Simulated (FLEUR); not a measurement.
# Pt (Fm-3m) in FLEUR: further runs

The runs below take Pt through single point, with PBE.

Everything below comes from runs of FLEUR MaX-R8.1 (later development tree). Logs are shortened: lines on timing, memory, paths and dates and some standing lists are left out, and cuts for length are marked.

**1. The crystal as given**

The structure is cubic, space group Fm-3m (No. 225). The conventional cell has a = 3.922 Å, b = 3.922 Å, c = 3.922 Å, α = 90.00°, β = 90.00°, γ = 90.00°. Pt (site symmetry m-3m) has 12 Pt at 2.77 Å as nearest neighbours.

**2. Single point, PBE**

inp.xml

```xml
<?xml version="1.0" encoding="UTF-8" standalone="no"?>
<fleurInput fleurInputVersion="0.39">
   <comment>
      Pt                                                                                                  
   </comment>
   <calculationSetup>
      <cutoffs Kmax="3.8" Gmax="11.8" GmaxXC="11.8" numbands="0"/>
      <scfLoop itmax="60" minDistance="0.00001" maxIterBroyd="15" imix="Anderson" alpha="0.05" precondParam="0.0" spinf="2.0" sdNocoIR="T"/>
      <coreElectrons ctail="T" frcor="F" kcrel="0" coretail_lmax="0"/>
      <xcFunctional name="pbe" relativisticCorrections="F"/>
      <magnetism jspins="1"/>
      <soc l_soc="F" theta="0.0" phi="0.0" spav="F"/>
      <expertModes spex="0" secvar="F"/>
      <geometryOptimization l_f="T" forcealpha="1.0" forcemix="BFGS" epsdisp="0.0005" epsforce="0.0002"/>
      <ldaU l_linMix="F" mixParam="0.05" spinf="1.0"/>
   </calculationSetup>
   <cell>
      <bzIntegration valenceElectrons="18.0" mode="hist" fermiSmearingEnergy="0.00183747">
         <kPointListSelection listName="default-1"/>
         <!-- k-points included here -->
         <xi:include xmlns:xi="http://www.w3.org/2001/XInclude" href="kpts.xml"> </xi:include>
      </bzIntegration>
      <!-- symmetry operations included here -->
      <xi:include xmlns:xi="http://www.w3.org/2001/XInclude" href="sym.xml"> </xi:include>
      <bulkLattice scale="1.0">
         <bravaisMatrix>
            <row-1>    0.0000000000000000     3.7055639577281401     3.7055639577281401</row-1>
            <row-2>    3.7055639577281401     0.0000000000000000     3.7055639577281401</row-2>
            <row-3>    3.7055639577281401     3.7055639577281401     0.0000000000000000</row-3>
         </bravaisMatrix>
      </bulkLattice>
   </cell>
   <atomSpecies>
      <species name="Platinum (Pt)" element="Pt" atomicNumber="78">
         <mtSphere radius="2.38" gridPoints="803" logIncrement="0.017"/>
         <atomicCutoffs lmax="10" lnonsphr="8"/>
         <electronConfig flipSpins="F">
            <coreConfig>(1s1/2) (2s1/2) (2p1/2) (2p3/2) (3s1/2) (3p1/2) (3p3/2) (4s1/2) (3d3/2) (3d5/2) (4p1/2) (4p3/2) (4d3/2) (4d5/2) (4f5/2) (4f7/2)</coreConfig>
            <valenceConfig>(5s1/2) (5p1/2) (5p3/2) (6s1/2) (5d3/2) (5d5/2)</valenceConfig>
            <stateOccupation state="(6s1/2)" spinUp="0.500000" spinDown="0.500000"/>
            <stateOccupation state="(5d3/2)" spinUp="1.800000" spinDown="1.800000"/>
            <stateOccupation state="(5d5/2)" spinUp="2.700000" spinDown="2.700000"/>
         </electronConfig>
         <energyParameters s="6" p="6" d="5" f="5"/>
         <lo type="SCLO" l="0" n="5" eDeriv="0"/>
         <lo type="SCLO" l="1" n="5" eDeriv="0"/>
         <lo type="SCLO" l="1" n="5" eDeriv="1"/>
         <lo type="SCLO" l="2" n="5" eDeriv="2"/>
         <lo type="SCLO" l="3" n="5" eDeriv="2"/>
      </species>
   </atomSpecies>
   <atomGroups>
      <atomGroup species="Platinum (Pt)">
         <relPos label="                   1">.0000000000 .0000000000 .0000000000</relPos>
         <force calculate="T" relaxXYZ="TTT"/>
      </atomGroup>
   </atomGroups>
   <output dos="F" band="F" slice="F">
      <checks vchk="F" cdinf="F"/>
      <bandDOS minEnergy="-.5*Htr" maxEnergy="0.5*Htr" sigma="0.015" storeEVData="T"/>
      <vacuumDOS vacdos="F" integ="F" star="F" nstars="0" locx1="0.0" locy1="0.0" locx2="0.0" locy2="0.0" nstm="0" tworkf="0.0"/>
      <unfoldingBand unfoldBand="F" supercellX="1" supercellY="1" supercellZ="1"/>
      <plotting iplot="0" polar="F">
         <plot TwoD="T" vec1="  1.0  0.0  0.0" vec2="  0.0  1.0  0.0" vec3="  0.0  0.0  1.0" zero="  0.0  0.0  0.0" file="plot"/>
      </plotting>
      <chargeDensitySlicing numkpt="0" minEigenval="0.0" maxEigenval="0.0" nnne="0" pallst="F"/>
      <specialOutput eonly="F"/>
      <moessbauerParams electricFieldGradient="T" isomerShift="T" coreHyperfine="T" valenceHyperfine="T"/>
      <magneticCircularDichroism mcd="F" energyLo="-10.0" energyUp="0.0"/>
   </output>
  <!-- We include the file relax.xml here to enable relaxations (see documentation) -->
  <xi:include xmlns:xi="http://www.w3.org/2001/XInclude" href="relax.xml"> <xi:fallback/> </xi:include>
</fleurInput>
```

crystal.txt

```
Pt
&input cartesian=F /
0.0000000000  1.9609000000  1.9609000000
1.9609000000  0.0000000000  1.9609000000
1.9609000000  1.9609000000  0.0000000000
1.8897261246
1.0 1.0 1.0

1
78 0.0000000000  0.0000000000  0.0000000000

&kpt div1=12 div2=12 div3=12 gamma=T /
```

Potentials or basis: all-electron, FLAPW.

Command:

```
inpgen -f crystal.txt -profile fastHighL
# inp.xml edited to the form shown
fleur_MPI
```

The log of the run:

```text
Welcome to FLEUR        (www.flapw.de)
      MaX-Release 8.1          (www.max-centre.eu)

 ========== k-point set info ==========
 Selected k-point list: default-1
 k-point list type: mesh
 12 x 12 x 12
 Number of k points: 72

 ------------Calculation Setup---------------------------
 Number of MPI-tasks      :            1
 Number of PE/node        :            1
 Number of OMP-threads    :            1
 Most efficient MPI parallelization for:
           1           2           3           4           6           8           9          12          18          24          36          72
 Additional eigenvalue parallelization possible
 Number of basis functions:          148
 Approximate size of matrices (H+S) per k-point:         0.000 GB
 --------------------------------------------------------
 Iteration:     1   Distance:      17.52505665 me/bohr^3
 Iteration:     2   Distance:      15.79346924 me/bohr^3
 Iteration:     3   Distance:       6.84847358 me/bohr^3
 Iteration:     4   Distance:       3.50211731 me/bohr^3
 Iteration:     5   Distance:       3.31394617 me/bohr^3
 Iteration:     6   Distance:       0.25743233 me/bohr^3
 Iteration:     7   Distance:       0.26548171 me/bohr^3
 Iteration:     8   Distance:       0.01876714 me/bohr^3
 Iteration:     9   Distance:       0.02035079 me/bohr^3
 Iteration:    10   Distance:       0.00192675 me/bohr^3
 Iteration:    11   Distance:       0.00115201 me/bohr^3
 Iteration:    12   Distance:       0.00014575 me/bohr^3
 Iteration:    13   Distance:       0.00002119 me/bohr^3
 Iteration:    14   Distance:       0.00000610 me/bohr^3

 ********************************************************************
 Run finished successfully
 Stop message:
   Structural relaxation: Done
 ********************************************************************
```

out.xml (last iteration):

```text
<iteration numberForCurrentRun="   15" overallNumber="   15">
         <energyParameters units="Htr">
            <atomicEP atomType="1" spin="1" branch="6s" branchLowest="-3.07" branchHighest="1.99" value="0.3298198859"/>
            <atomicEP atomType="1" spin="1" branch="6p" branchLowest="-1.35" branchHighest="3.02" value="0.4889895489"/>
            <atomicEP atomType="1" spin="1" branch="5d" branchLowest="-10.59" branchHighest="0.74" value="0.4225637708"/>
            <atomicEP atomType="1" spin="1" branch="5f" branchLowest="-1.92" branchHighest="2.89" value="0.7763963261"/>
            <loAtomicEP atomType="1" spin="1" branch="5s" branchLowest="-24.85" branchHighest="-3.07" value="-3.0779541754"/>
            <loAtomicEP atomType="1" spin="1" branch="5p" branchLowest="-18.40" branchHighest="-1.35" value="-1.4340777978"/>
            <loAtomicEP atomType="1" spin="1" branch="5p" branchLowest="-18.40" branchHighest="-1.35" value="-1.4340777978"/>
            <loAtomicEP atomType="1" spin="1" branch="5d" branchLowest="-10.59" branchHighest="0.74" value="0.4088552299"/>
            <loAtomicEP atomType="1" spin="1" branch="5f" branchLowest="-1.92" branchHighest="2.89" value="0.7763886161"/>
         </energyParameters>
         <eigenvalues>
            <eigenvaluesAt spin="1" ikpt="1" k_x="0.00000000" k_y="0.00000000" k_z="0.00000000">
                      -3.0791537338       -1.3859971870       -1.3859971870       -1.3859971870        0.1649977350
                       0.4020387605        0.4020387605        0.4020387605        0.4816233119        0.4816233119
                       1.0777186853        1.2597186681        1.2597186681        1.2597186681        1.4561804936
            </eigenvaluesAt>
            <eigenvaluesAt spin="1" ikpt="2" k_x="0.00000000" k_y="0.00000000" k_z="0.08333333">
                      -3.0790702436       -1.3871834895       -1.3861537043       -1.3861537043        0.1752507144
                       0.3977008863        0.4060911396        0.4060911396        0.4795919108        0.4795919108
                       1.0933532551        1.2114655274        1.2753605846        1.2753605846        1.5061104285
            </eigenvaluesAt>
            <eigenvaluesAt spin="1" ikpt="3" k_x="0.00000000" k_y="0.00000000" k_z="0.16666667">
                      -3.0788481756       -1.3904405700       -1.3866249844       -1.3866249844        0.2036509229
                       0.3887793031        0.4142027104        0.4142027104        0.4778610334        0.4778610334
                       1.1250171886        1.1300323717        1.3187441099        1.3187441099        1.4559581946
            </eigenvaluesAt>
            <eigenvaluesAt spin="1" ikpt="4" k_x="0.00000000" k_y="0.00000000" k_z="0.25000000">
                      -3.0785438802       -1.3948412213       -1.3872670324       -1.3872670324        0.2404311957
                       0.3891450769        0.4158513290        0.4158513290        0.4883126743        0.4883126743
                       1.0302877873        1.1416634377        1.3714328620        1.3714328620        1.4035577937
            </eigenvaluesAt>
         </eigenvalues>
         <bandgap value="0.0074178282" units="eV"/>
         <sumValenceSingleParticleEnergies value="-10.4383148925" units="Htr"/>
         <FermiEnergy value="0.5426373117" units="Htr"/>
         <valenceDensity>
            <mtCharges spin="1">
               <mtCharge atomType="1" total="16.0789375" s="2.4122532" p="6.2775108" d="7.3321862" f="0.0458444"/>
            </mtCharges>
            <spinDependentCharge spin="1" total="18.0000000" interstitial="1.9210625" mtSpheres="16.0789375"/>
            <totalCharge value="18.0000000000"/>
         </valenceDensity>
         <coreStates atomType="     1" atomicNumber=" 78" spin="1" kinEnergy="  20901.4048621146" eigValSum=" -11307.4762439577" lostElectrons=" 0.000622">
            <state n="1" l="0" j="0.5" energy="-2877.3870809438" weight="1.0000000000"/>
            <state n="2" l="0" j="0.5" energy="-504.5483555435" weight="1.0000000000"/>
            <state n="2" l="1" j="0.5" energy="-483.4790332449" weight="1.0000000000"/>
            <state n="2" l="1" j="1.5" energy="-419.9294971154" weight="2.0000000000"/>
            <state n="3" l="0" j="0.5" energy="-118.0080950644" weight="1.0000000000"/>
            <state n="3" l="1" j="0.5" energy="-108.5676906001" weight="1.0000000000"/>
[... 8 lines left out ...]
            <state n="4" l="3" j="2.5" energy="-1.9911624696" weight="3.0000000000"/>
            <state n="4" l="3" j="3.5" energy="-1.8641491199" weight="4.0000000000"/>
         </coreStates>
         <allElectronCharges>
            <spinDependentCharge spin="1" total="78.0000000" interstitial="1.9216753" mtSpheres="76.0783247"/>
            <totalCharge value="77.9999999941"/>
         </allElectronCharges>
         <moessbauerParams unitsHFF="kG" unitsIS="e/bohr^3" unitsEFG="Htr/bohr^2">
            <coreIsomerShift atomType="1" isTotal="2125455.25114">
               <shell n="1" l="0" isomerShift="1764332.95879"/>
               <shell n="2" l="0" isomerShift="262097.58366"/>
               <shell n="2" l="1" isomerShift="18274.25832"/>
               <shell n="3" l="0" isomerShift="59797.62268"/>
               <shell n="3" l="1" isomerShift="4670.80220"/>
               <shell n="4" l="0" isomerShift="15120.94700"/>
               <shell n="3" l="2" isomerShift="0.00190"/>
               <shell n="4" l="1" isomerShift="1161.07608"/>
               <shell n="4" l="2" isomerShift="0.00050"/>
               <shell n="4" l="3" isomerShift="0.00000"/>
            </coreIsomerShift>
            <isomerShift atomType="1" nucleusRadius="0.0001370" averageDensity="2128520.77466"/>
            <electricFieldGradient atomType="1" VXX="0.00000" VYY="0.00000" VZZ="0.00000" asymParam="0.00000">
            </electricFieldGradient>
         </moessbauerParams>
         <totalEnergy                                    value="   -18446.7289295750" units="Htr">
            <sumOfEigenvalues                            value="   -11317.9145588501">
               <coreElectrons value="-11307.4762439577"/>
               <valenceElectrons value="-10.4383148925"/>
            </sumOfEigenvalues>
            <densityCoulombPotentialIntegral value="-31961.3991972402"/>
            <densityEffectivePotentialIntegral value="-32429.0625427475"/>
            <chargeDenXCDenIntegral value="-357.3535208464"/>
            <FockExchangeEnergyValence value="0.0000000000"/>
            <FockExchangeEnergyCore value="0.0000000000"/>
            <atomTypeDependentContributions atomType="1">
               <electronNucleiInteractionDifferentMTs value="23169.4655108133"/>
               <MadelungTerm value="-50.3582831926"/>
            </atomTypeDependentContributions>
            <tkbTimesEntropy value="0.0005682415"/>
            <freeEnergy value="-18446.7294978165"/>
            <extrapolationTo0K value="-18446.7292136958"/>
         </totalEnergy>
         <totalForcesOnRepresentativeAtoms units="Htr/bohr">
            <forceTotal atomType="1" x="0.000000" y="0.000000" z="0.000000" F_x="0.00000000" F_y="0.00000000" F_z="0.00000000"/>
         </totalForcesOnRepresentativeAtoms>
      </iteration>
```

It took 20 s on 1 thread of Intel Xeon Platinum 8488C (Sapphire Rapids), shared host; peak memory 0.07 GiB.

Results:

```yaml
Free_energy: -501961.0813 eV
Band_gap_on_the_k_mesh: none (metal or under the smearing width)
Valence_electrons_inside_the_program's_atomic_spheres: Pt 16.08 (radii Pt 2.38 bohr)
```

Levels at points of the mesh, in eV from the Fermi level:
| k point | band 5 | band 6 | band 7 | band 8 | band 9 | band 10 | band 11 | band 12 | band 13 | band 14 |
| --- | --- | --- | --- | --- | --- | --- | --- | --- | --- | --- |
| (0.00, 0.00, 0.00) | -10.28 | -3.83 | -3.83 | -3.83 | -1.66 | -1.66 | 14.56 | 19.51 | 19.51 | 19.51 |
| (0.00, 0.00, 0.50) | -7.38 | -3.89 | -3.89 | -0.52 | 0.03 | 0.03 | 5.83 | 14.13 | 18.92 | 18.92 |
| (0.00, 0.50, 0.50) | -7.13 | -6.67 | -0.01 | 0.48 | 0.48 | 1.74 | 8.87 | 11.36 | 11.36 | 20.10 |

Core levels (eV from the Fermi level):
| atom | levels |
| --- | --- |
| 1 Pt | 1s1/2 -78312.5, 2s1/2 -13744.2, 2p1/2 -13170.9, 2p3/2 -11441.6, 3s1/2 -3225.9, 3p1/2 -2969.0, 3p3/2 -2588.9, 4s1/2 -691.0, 3d3/2 -2162.0, 3d5/2 -2080.1, 4p1/2 -582.0, 4p3/2 -491.5, 4d3/2 -313.3, 4d5/2 -296.5, 4f5/2 -68.9, 4f7/2 -65.5 |

**3. Single point, PBE (cell strained at random at fixed volume)**

Edit inp.xml of step 2 so:

```diff
@@ -26,5 +26,5 @@
          <bravaisMatrix>
-            <row-1>    0.0000000000000000     3.7055639577281401     3.7055639577281401</row-1>
-            <row-2>    3.7055639577281401     0.0000000000000000     3.7055639577281401</row-2>
-            <row-3>    3.7055639577281401     3.7055639577281401     0.0000000000000000</row-3>
+            <row-1>   -0.0251390266355538     3.6580430148728236     3.6746291410684377</row-1>
+            <row-2>    3.7247220011793347     0.0057353187881610     3.6437566853708478</row-2>
+            <row-3>    3.7811246568202703     3.6835713250900453    -0.0506654471266506</row-3>
          </bravaisMatrix>
@@ -34,3 +34,3 @@
       <species name="Platinum (Pt)" element="Pt" atomicNumber="78">
-         <mtSphere radius="2.38" gridPoints="803" logIncrement="0.017"/>
+         <mtSphere radius="2.38" gridPoints="793" logIncrement="0.017"/>
          <atomicCutoffs lmax="10" lnonsphr="8"/>
```

crystal.txt

```
Pt
&input cartesian=F /
-0.0133030000  1.9357530000  1.9445300000
1.9710380000  0.0030350000  1.9281930000
2.0008850000  1.9492620000  -0.0268110000
1.8897261246
1.0 1.0 1.0

1
78 -0.0132620000  0.0199540000  0.0069400000

&kpt div1=12 div2=12 div3=12 gamma=T /
```

Potentials or basis: all-electron, FLAPW.

Command:

```
inpgen -f crystal.txt -profile fastHighL
# inp.xml edited to the form shown
fleur_MPI
```

Run time: 8.5 min. Hardware: 1 thread of Intel Xeon Platinum 8488C (Sapphire Rapids), shared host; peak memory 0.1 GiB.

Results (log left out):

- Free energy: -501961.0783 eV
- Band gap on the k mesh: none (metal or under the smearing width)
- Valence electrons inside the program's atomic spheres: Pt 16.08 (radii Pt 2.38 bohr)

Levels at points of the mesh, in eV from the Fermi level:
```csv
k point,band 5,band 6,band 7,band 8,band 9,band 10,band 11,band 12,band 13,band 14
"(0.00, 0.00, 0.00)",-10.27,-4.07,-3.71,-3.69,-1.82,-1.47,14.57,18.93,19.81,19.85
"(0.00, 0.00, 0.50)",-7.42,-3.96,-3.77,-0.66,-0.11,0.09,5.59,14.27,19.04,19.36
"(0.00, 0.50, 0.00)",-7.34,-4.16,-3.63,-0.41,0.04,0.09,6.01,14.02,18.39,19.15
"(0.00, 0.50, 0.50)",-7.15,-6.67,0.00,0.46,0.49,1.44,8.48,11.56,11.76,20.34
"(0.50, 0.00, 0.00)",-7.38,-4.02,-3.73,-0.54,-0.12,0.15,5.79,14.17,18.79,19.20
"(0.50, 0.00, 0.50)",-7.11,-6.65,-0.02,0.39,0.60,1.94,9.15,10.78,11.60,19.95
"(0.50, 0.50, 0.00)",-7.12,-6.65,-0.04,0.38,0.62,1.86,9.04,11.10,11.45,20.05
"(0.50, 0.50, 0.50)",-7.35,-4.12,-3.67,-0.43,-0.04,0.15,5.98,14.06,18.48,19.13
```

Core levels (eV from the Fermi level):
```tsv
atom	levels
1 Pt	1s1/2 -78312.5, 2s1/2 -13744.2, 2p1/2 -13170.9, 2p3/2 -11441.6, 3s1/2 -3225.9, 3p1/2 -2969.0, 3p3/2 -2588.9, 4s1/2 -690.9, 3d3/2 -2162.0, 3d5/2 -2080.1, 4p1/2 -582.0, 4p3/2 -491.5, 4d3/2 -313.3, 4d5/2 -296.5, 4f5/2 -68.9, 4f7/2 -65.5
```

Spin-orbit coupling is left out, which matters for the levels of Pt.
